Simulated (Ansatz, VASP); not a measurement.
# One calculation of Ti3S2, two programs

INCAR

```
SYSTEM = Ti3S2
  PREC = Accurate
  ENCUT = 520
  EDIFF = 1E-7
  ISMEAR = -1
  SIGMA = 0.05
  LREAL = .False.
  LASPH = .True.
  NELM = 100
  ALGO = Normal
  ISIF = 2
  LWAVE = .False.
  LCHARG = .False.
  GGA = PS
  NBANDS = 32
  KPAR = 2
```

Contents of KPOINTS:

```
Automatic mesh
0
Gamma
  6 6 6
  0 0 0
```

POSCAR

```
Ti3S2
1.0
    2.7131139241      1.5664170544      3.2376184047
   -2.7131139241      1.5664170544      3.2376184047
    0.0000000000     -3.1328341088      3.2376184047
Ti S
3 2
Direct
    0.0000000000      0.3356550000      0.6643450000
    0.6643450000      0.0000000000      0.3356550000
    0.3356550000      0.6643450000      0.0000000000
    0.1678390000      0.1678390000      0.1678390000
    0.8321610000      0.8321610000      0.8321610000
```

The input input.yaml:

```yaml
crystal:
  lattice:
    - [2.7131139241, 1.5664170544, 3.2376184047]
    - [-2.7131139241, 1.5664170544, 3.2376184047]
    - [0.0, -3.1328341088, 3.2376184047]
  atoms:
    - { symbol: Ti, position: [0.0, 0.335655, 0.664345] }
    - { symbol: Ti, position: [0.664345, 0.0, 0.335655] }
    - { symbol: Ti, position: [0.335655, 0.664345, 0.0] }
    - { symbol: S, position: [0.167839, 0.167839, 0.167839] }
    - { symbol: S, position: [0.832161, 0.832161, 0.832161] }
hamiltonian:
  xc: pbesol
  pseudopotentials: { kind: paw }
kpoints:
  mp_grid: { grid: [6, 6, 6] }
scf:
  occupations: { method: fermi_dirac, width: 0.05 }
output:
  forces: true
  stress: true
  eigenvalues: true
```

The cell comes from a database or a generator and needn't be the stable form of this composition.

Alike in both runs: task single point; functional PBEsol; k mesh 6 × 6 × 6; occupations fermi-dirac, width 0.05 eV; no spin polarisation.

|  | VASP | Ansatz |
| --- | --- | --- |
| version | VASP 6.6.1 | Ansatz 0.2.0 |
| potentials or method | VASP PAW PBE potentials, release 64 (Ti_sv, S) | Ansatz PAW |
| plane-wave cutoff (eV) | 520 | 420 |
| valence electrons in the cell | 48 | 48 |

|  | VASP | Ansatz | Ansatz less VASP |
| --- | --- | --- | --- |
| gap on the k mesh at the Fermi level (eV) | none | none | - |
| pressure (GPa) | -4.3 | -4.5 | -0.19 |
| largest component of the traceless stress (GPa) | 0.42 | 0.51 | +0.087 |
| rms of the force components (eV/Å) | 0.019 | 0.023 | +0.0041 |

Atom by atom the forces differ by 0.004 eV/Å (rms over components). A gap of «none» marks a metal or a gap that the smearing closes.

Caveats: the PAW data sets were made with another functional, which shifts forces and pressure a little (VASP); the PAW data sets come from PBE, with cores solved anew for the run's functional, which leaves a small shift of forces and pressure (Ansatz).
